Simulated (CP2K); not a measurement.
**HfN under changes of volume**

One of the cells (11.518 Å³/atom); the others are scaled copies at fixed shape and fractional positions:

```xyz
4
Lattice="3.1339 0.0000 0.0000 -1.5670 2.7140 0.0000 0.0000 0.0000 5.4168" Properties=species:S:1:pos:R:3 pbc="T T T"
Hf    0.0000    1.8094    1.3542
Hf    1.5670    0.9047    4.0626
N     0.0000    0.0000    2.7084
N     0.0000    0.0000    0.0000
```

The cell comes from a database or a generator and needn't be the stable form of this composition.

| Property | Result |
| --- | --- |
| Program | CP2K 2026.2 |
| Functional | PBE |
| Potentials or basis | POTENTIAL_UZH Hf GTH-PBE-q12, N GTH-PBE-q5; TZVP-MOLOPT-PBE-GTH basis |
| Density cutoff | 6123 eV |
| k mesh | 10 × 10 × 5 |
| Occupations | fermi-dirac, width 0.05 eV |
| Spin | no spin polarisation |

| volume (Å³/atom) | energy over the lowest point (meV/atom) | pressure (GPa) | largest force (eV/Å) |
| --- | --- | --- | --- |
| 10.827 | 46.89 | 20.9 | 0.000 |
| 11.057 | ? | ? | ? |
| 11.288 | 6.72 | 7.6 | 0.000 |
| 11.518 | 0.00 | 1.9 | 0.000 |
| 11.749 | 1.38 | -3.2 | 0.000 |
| 11.979 | 9.47 | -7.9 | 0.000 |
| 12.209 | 23.86 | -12.0 | 0.002 |

Question: What does the run at 11.057 Å³/atom give?

Answer: Energy over the lowest point 22.03 meV/atom; pressure 13.9 GPa; largest force 0.020 eV/Å.

Worked out: A Birch-Murnaghan fit of order 3 (a polynomial in V^(-2/3)) to the other rows has its minimum at 11.60 Å³/atom with B0 = V·E''(V) = 262 GPa and B' = 4.5 at fixed shape and positions, which overstates the stiffness. It gives 21.97 meV/atom at 11.057 Å³/atom, against the run's 22.03, and -dE/dV = 13.9 GPa, against 13.9.

Energies are extrapolated to zero smearing.

Caveats: the basis of atomic orbitals isn't converged, which shifts pressures, moduli and gaps.
